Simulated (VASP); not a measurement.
# How biaxial strain in the (0001) plane changes BN (P6_3mc)

How do the elastic response and the band edges of BN follow biaxial strain in the (0001) plane?

Main program and level: VASP 6.6.1; PBEsol; plane waves and PAW (B, N); cell typed or built by script, in the first sound run; inputs show where later runs differ.

**1. The structure**

The structure is hexagonal, space group P6_3mc (No. 186). The conventional cell has a = 2.550 Å, b = 2.550 Å, c = 4.220 Å, α = 90.00°, β = 90.00°, γ = 120.00°. Nearest to B lie 4 N at 1.56 to 1.59 Å. Nearest to N lie 4 B at 1.56 to 1.59 Å. Farther neighbours and most contacts between anions are not listed.

**2. Relax the crystal, PBEsol**

The series starts from the cell that this level prefers, so that zero strain is near zero stress.

This step took 2 runs in a row; the last is shown.

Level: PBEsol; plane waves and PAW (B, N); cell typed or built by script.

INCAR reads:

```
SYSTEM = BN
PREC = Accurate
ENCUT = 600
EDIFF = 1E-07
NELM = 120
ISMEAR = 0
SIGMA = 0.02
LREAL = .FALSE.
ALGO = Normal
GGA = PS
NBANDS = 14
LASPH = .TRUE.
LORBIT = 11
LWAVE = .FALSE.
LCHARG = .FALSE.
KPAR = 16
IBRION = 2
NSW = 40
ISIF = 3
EDIFFG = -0.005
POTIM = 0.4
```

POSCAR reads:

```
BN
1.0
    2.5415830991      0.0000000000      0.0000000000
   -1.2707915495      2.2010755300      0.0000000000
    0.0000000000      0.0000000000      4.2038538331
B N
2 2
Direct
    0.3333333333      0.6666666667      0.0013003609
    0.6666666667      0.3333333333      0.5013003609
    0.3333333333      0.6666666667      0.3756996391
    0.6666666667      0.3333333333      0.8756996391
```

KPOINTS reads:

```
Automatic mesh
0
Gamma
13 13 7
0 0 0
```

The projector-augmented-wave data sets are B and N (PBE family, release 64).

Run with:

```sh
> mpirun -np 16 vasp_std
```

The program printed:

```text
[banner, memory and clock lines left out]
running   16 mpi-ranks, on    1 nodes
[...]
|                                                                             |
|           W    W    AA    RRRRR   N    N  II  N    N   GGGG   !!!           |
|           W    W   A  A   R    R  NN   N  II  NN   N  G    G  !!!           |
|           W    W  A    A  R    R  N N  N  II  N N  N  G       !!!           |
|           W WW W  AAAAAA  RRRRR   N  N N  II  N  N N  G  GGG   !            |
|           WW  WW  A    A  R   R   N   NN  II  N   NN  G    G                |
|           W    W  A    A  R    R  N    N  II  N    N   GGGG   !!!           |
|                                                                             |
|     For optimal performance we recommend to set                             |
|       NCORE = 2 up to number-of-cores-per-socket                            |
|     NCORE specifies how many cores store one orbital (NPAR=cpu/NCORE).      |
|     This setting can greatly improve the performance of VASP for DFT.       |
[...]
|     You enforced a specific xc type in the INCAR file but a different       |
|     [... a line on the potential file left out ...]
|     I HOPE YOU KNOW WHAT YOU ARE DOING!                                     |
|                                                                             |

 LDA part: xc-table for (Slater+PW92), standard interpolation
 POSCAR, INCAR and KPOINTS ok, starting setup
[...]
entering main loop
       N       E                     dE             d eps       ncg     rms          rms(c)
DAV:   1     0.502488292399E+02    0.50249E+02   -0.92410E+03  2360   0.125E+03
DAV:   2    -0.355717389364E+02   -0.85821E+02   -0.79309E+02  3222   0.283E+02
DAV:   3    -0.385385934939E+02   -0.29669E+01   -0.29529E+01  3300   0.493E+01
DAV:   4    -0.385516981450E+02   -0.13105E-01   -0.13103E-01  2466   0.350E+00
[...]
DAV:  11    -0.366335002845E+02    0.16301E-05   -0.33028E-05  3000   0.520E-02    0.107E-02
DAV:  12    -0.366335008524E+02   -0.56790E-06   -0.32561E-06  3102   0.177E-02    0.170E-03
DAV:  13    -0.366335009159E+02   -0.63503E-07   -0.79821E-08  2040   0.324E-03
   1 F= -.36633501E+02 E0= -.36633501E+02  d E =-.366335E+02
[...]
reached required accuracy - stopping structural energy minimisation
```

The job ended after 4 s (16 MPI ranks of Intel Xeon Platinum 8488C (Sapphire Rapids), shared host; peak memory 2.5 GiB; 38 s of CPU time).

The logs omit lines about the potential files and the build; timing stands in the text.

From OUTCAR (step 2):

```text
  Total        0.0103145      0.0103145      0.0173193      0.0000000      0.0000000     -0.0000000
  in kB        0.7027008      0.7027008      1.1799246      0.0000000      0.0000000     -0.0000000
  external PRESSURE =       0.8617754 kB  Pullay stress =       0.0000000 kB

 POSITION                                       TOTAL-FORCE (eV/Angst)
 -----------------------------------------------------------------------------------
     -0.00000      1.46738      0.00547        -0.000000      0.000000     -0.004413
      1.27079      0.73369      2.10739         0.000000     -0.000000     -0.004413
     -0.00000      1.46738      1.57939        -0.000000     -0.000000      0.004413
      1.27079      0.73369      3.68131         0.000000      0.000000      0.004413
 -----------------------------------------------------------------------------------
    total drift:                               -0.000000      0.000000     -0.000261

  FREE ENERGIE OF THE ION-ELECTRON SYSTEM (eV)
  ---------------------------------------------------
  free  energy   TOTEN  =       -36.6335009159 eV

  energy  without entropy=      -36.6335009159  energy(sigma->0) =      -36.63350092

 reached required accuracy - stopping structural energy minimisation

[... 3 further parts left out ...]
[key lines of the parts left out:]
E-fermi :   7.6810
```

This run gave:

```
energy(sigma→0) of the program : -36.6335 eV
stress, compression positive   : xx, yy, zz 0.07, 0.07, 0.12 GPa
volume                         : 23.517 Å³
ionic steps                    : 1
```

**3. Strain along the normal, PBEsol**

One member in full: the plane is strained by 0.5 %, and the strain along the normal is moved by secant steps until the normal stress is under 0.012 GPa or five steps are spent; the atoms relax at each step.

This step took 3 runs, each at a new trial strain with the atoms of the one before; the last is shown.

Level: PBEsol; plane waves and PAW (B, N); cell typed or built by script.

INCAR, as its differences from that of step 2:

```diff
@@ -15,7 +15,7 @@
 LCHARG = .FALSE.
-KPAR = 16
-IBRION = 2
-NSW = 40
-ISIF = 3
-EDIFFG = -0.005
-POTIM = 0.4
+KPAR = 4
+IBRION = 1
+NSW = 25
+ISIF = 2
+EDIFFG = -0.004
+POTIM = 0.3
```

POSCAR reads:

```
BN
1.0
    2.5542910150      0.0000000000      0.0000000000
   -1.2771455070      2.2120809080      0.0000000000
    0.0000000000      0.0000000000      4.2018194210
B N
2 2
Direct
    0.3333333333      0.6666666667      0.0011802506
    0.6666666667      0.3333333333      0.5011802506
    0.3333333333      0.6666666667      0.3758197494
    0.6666666667      0.3333333333      0.8758197494
```

KPOINTS is that of step 2.

Run with:

```sh
> mpirun -np 4 vasp_std
```

The program printed:

```text
[banner, memory and clock lines left out]
running    4 mpi-ranks, on    1 nodes
[...]
[... a notice as in an earlier step ...]

 LDA part: xc-table for (Slater+PW92), standard interpolation
 POSCAR, INCAR and KPOINTS ok, starting setup
[...]
entering main loop
       N       E                     dE             d eps       ncg     rms          rms(c)
DAV:   1     0.492568366503E+02    0.49257E+02   -0.92066E+03  2352   0.125E+03
DAV:   2    -0.356073498091E+02   -0.84864E+02   -0.79185E+02  3214   0.284E+02
DAV:   3    -0.385061847756E+02   -0.28988E+01   -0.28863E+01  3306   0.488E+01
DAV:   4    -0.385188584085E+02   -0.12674E-01   -0.12673E-01  2484   0.347E+00
[...]
DAV:  11    -0.366303909616E+02    0.14623E-05   -0.35929E-05  3036   0.540E-02    0.108E-02
DAV:  12    -0.366303912419E+02   -0.28038E-06   -0.37807E-06  3126   0.189E-02    0.169E-03
DAV:  13    -0.366303913111E+02   -0.69220E-07   -0.79397E-08  2010   0.321E-03
   1 F= -.36630391E+02 E0= -.36630391E+02  d E =-.366304E+02
 BRION: g(F)=  0.108E-05 g(S)=  0.000E+00
 reached required accuracy - stopping structural energy minimisation
```

The job ended after 7.4 s (4 MPI ranks; peak memory 0.57 GiB).

From OUTCAR (step 3):

```text
  Total       -0.7765784     -0.7765784     -0.0001499     -0.0000000      0.0000000      0.0000000
  in kB      -52.4067358    -52.4067358     -0.0101160     -0.0000000      0.0000000      0.0000000
  external PRESSURE =     -34.9411959 kB  Pullay stress =       0.0000000 kB

 POSITION                                       TOTAL-FORCE (eV/Angst)
 -----------------------------------------------------------------------------------
      0.00000      1.47472      0.00496         0.000000     -0.000000      0.003058
      1.27715      0.73736      2.10587        -0.000000     -0.000000      0.003058
      0.00000      1.47472      1.57913         0.000000      0.000000     -0.003058
      1.27715      0.73736      3.68004        -0.000000     -0.000000     -0.003058
 -----------------------------------------------------------------------------------
    total drift:                               -0.000000      0.000000     -0.000236

  FREE ENERGIE OF THE ION-ELECTRON SYSTEM (eV)
  ---------------------------------------------------
  free  energy   TOTEN  =       -36.6303913111 eV

  energy  without entropy=      -36.6303913111  energy(sigma->0) =      -36.63039131

[... 2 parts as in an earlier step ...]

[... 2 further parts left out ...]
[key lines of the parts left out:]
E-fermi :   7.5943
```

This run gave:

| Property | Result |
| --- | --- |
| energy(sigma→0) of the program | -36.6304 eV |
| stress, compression positive | xx, yy, zz -5.24, -5.24, 0.00 GPa |
| ionic steps | 1 |

**4. Band edges, TB-mBJ with spin-orbit coupling**

Short lines in KPOINTS_OPT sample the zone centre along and across the normal of the plane, for masses, and the other valleys.

Level: TB-mBJ, spin-orbit coupling; plane waves and PAW (B, N); cell typed or built by script.

TB-mBJ has no energy functional, so the total energy, stress and pressure in this output mean nothing.

INCAR reads:

```
SYSTEM = BN
PREC = Accurate
ENCUT = 600
EDIFF = 1E-06
NELM = 150
ISMEAR = 0
SIGMA = 0.02
LREAL = .FALSE.
ALGO = Normal
METAGGA = MBJ
LASPH = .TRUE.
LNONCOLLINEAR = .TRUE.
MAGMOM = 0 0 0 0 0 0 0 0 0 0 0 0
NBANDS = 26
GGA_COMPAT = .FALSE.
LSORBIT = .TRUE.
LWAVE = .FALSE.
LCHARG = .FALSE.
KPAR = 4
```

POSCAR is that of step 3.

KPOINTS reads:

```
Automatic mesh
0
Gamma
11 11 6
0 0 0
```

KPOINTS_OPT reads:

```
Line mode
6
Line-mode
Reciprocal
  0.00000000   0.00000000   0.00000000
  0.00000000   0.00000000   0.03343702

  0.00000000   0.00000000   0.00000000
 -0.02032640   0.01016320   0.00000000

  0.50000000   0.00000000   0.00000000
  0.50000000   0.00000000   0.50000000

  0.33333333   0.33333333   0.00000000
  0.33333333   0.33333333   0.50000000
```

Run with:

```sh
> mpirun -np 4 vasp_ncl
```

The program printed:

```text
[banner, memory and clock lines left out]
running    4 mpi-ranks, on    1 nodes
[...]
[... a notice as in an earlier step ...]

 LDA part: xc-table for (None), standard interpolation
 POSCAR, INCAR and KPOINTS ok, starting setup
[...]
entering main loop
       N       E                     dE             d eps       ncg     rms          rms(c)
DAV:   1     0.941123656487E+02    0.94112E+02   -0.92092E+03  4992   0.135E+03
DAV:   2    -0.237560262923E+01   -0.96488E+02   -0.91178E+02  6618   0.318E+02
DAV:   3    -0.602287946838E+01   -0.36473E+01   -0.36290E+01  6882   0.575E+01
DAV:   4    -0.604675538301E+01   -0.23876E-01   -0.23846E-01  6428   0.481E+00
[...]
DAV:  46    -0.800057449169E+00   -0.41588E-05   -0.24408E-12  2634   0.156E-05    0.823E-06
DAV:  47    -0.800061458268E+00   -0.40091E-05   -0.19612E-12  2612   0.142E-05    0.300E-06
DAV:  48    -0.800062325119E+00   -0.86685E-06    0.25453E-13  2628   0.990E-06
   1 F= -.80006233E+00 E0= -.80006233E+00  d E =-.347617E-30  mag=    -0.0000     0.0000     0.0000
 Start KPOINTS_OPT (optional k-point list driver)
k-point batch [1-24\24]
       N       E                     dE             ncg
DAV:   1     0.258121811552E+04   -0.78738E+04     1248
DAV:   2     0.184002781100E+03   -0.23972E+04     1746
DAV:   3     0.923979104092E+02   -0.91605E+02     1702
DAV:   4     0.916824753192E+02   -0.71544E+00     1518
DAV:   5     0.916702806151E+02   -0.12195E-01     1570
DAV:   6     0.916699818148E+02   -0.29880E-03     1540
DAV:   7     0.916699716531E+02   -0.10162E-04     1368
DAV:   8     0.916699713183E+02   -0.33479E-06     1146
```

The job ended after 2.7 min (4 MPI ranks; peak memory 1.4 GiB).

Parts of OUTCAR (step 4):

```text
  LATTYP: Found a hexagonal cell.
 ALAT       =     2.5542910150
 C/A-ratio  =     1.6450041895

 Subroutine GETGRP returns: Found 12 space group operations
 (whereof  6 operations were pure point group operations)

The static configuration has the point symmetry C_3v.
 The point group associated with its full space group is C_6v.

 Found     96 irreducible k-points:

   k-points           NKPTS =     96   k-points in BZ     NKDIM =     96   number of bands    NBANDS=     26

   dimension x,y,z NGX =    20 NGY =   20 NGZ =   36
   dimension x,y,z NGXF=    40 NGYF=   40 NGZF=   72

   ENCUT  =  600.0 eV  44.10 Ry    6.64 a.u.   5.10  5.10  8.39*2*pi/ulx,y,z

   NELECT =      16.0000    total number of electrons

 E-fermi :   7.5288

 k-point     1 :       0.0000    0.0000    0.0000
  band No.  band energies     occupation
    ...
     12       7.1367      1.00000
     13       7.3622      1.00000
     14       7.3622      1.00000
     15       7.3751      1.00000
     16       7.3751      1.00000
     17      17.1483      0.00000
     18      17.1483      0.00000
     19      17.1526      0.00000
     20      17.1526      0.00000
     21      17.6058      0.00000
    ...

 k-point     2 :       0.0909    0.0000    0.0000
  band No.  band energies     occupation
    ...
     12       6.6985      1.00000
     13       6.9718      1.00000
     14       6.9747      1.00000
     15       7.1948      1.00000
     16       7.1948      1.00000
     17      16.8604      0.00000
     18      16.8617      0.00000
     19      17.5164      0.00000
     20      17.5164      0.00000
     21      17.8468      0.00000
    ...

  Total      -11.9280080    -11.9280080    -11.4370218     -0.0000000      0.0000000     -0.0000000
  in kB     -804.9515402   -804.9515404   -771.8177506     -0.0000002      0.0000000     -0.0000000
  external PRESSURE =    -793.9069437 kB  Pullay stress =       0.0000000 kB

 POSITION                                       TOTAL-FORCE (eV/Angst)
 -----------------------------------------------------------------------------------
      0.00000      1.47472      0.00496         0.000000     -0.000000     -0.093117
      1.27715      0.73736      2.10587        -0.000000     -0.000000     -0.093117
      0.00000      1.47472      1.57913         0.000000     -0.000000      0.093117
      1.27715      0.73736      3.68004        -0.000000      0.000000      0.093117
 -----------------------------------------------------------------------------------
    total drift:                               -0.000000      0.000000     -0.077943

  FREE ENERGIE OF THE ION-ELECTRON SYSTEM (eV)
  ---------------------------------------------------
  free  energy   TOTEN  =        -0.8000623251 eV

  energy  without entropy=       -0.8000623251  energy(sigma->0) =       -0.80006233

 Spin-Orbit-Coupling matrix elements
 Ion:    1  E_soc:     -0.0000026
 Ion:    2  E_soc:     -0.0000026
 Ion:    3  E_soc:     -0.0000410
 Ion:    4  E_soc:     -0.0000410

[... 1 part as in an earlier step ...]

[... 7 further parts left out ...]
```

(Continued in part 2 of 2.)

[Lines on the potential files, build, host, timing and source positions are cut from VASP's logs without a mark.]

[Logs are printed without paths, hosts, clocks, repeated set-up lines and the standing remarks that a program may print on its own settings, such as how far it seeks lower states.]

[Hosts, paths, dates, database ids (printed as entryN), source tags and the programs' standing remarks are cut or masked in the printed files.]

[In band tables of VASP the shares of atoms and orbitals are scaled to a sum of 1 inside the atoms' spheres.]
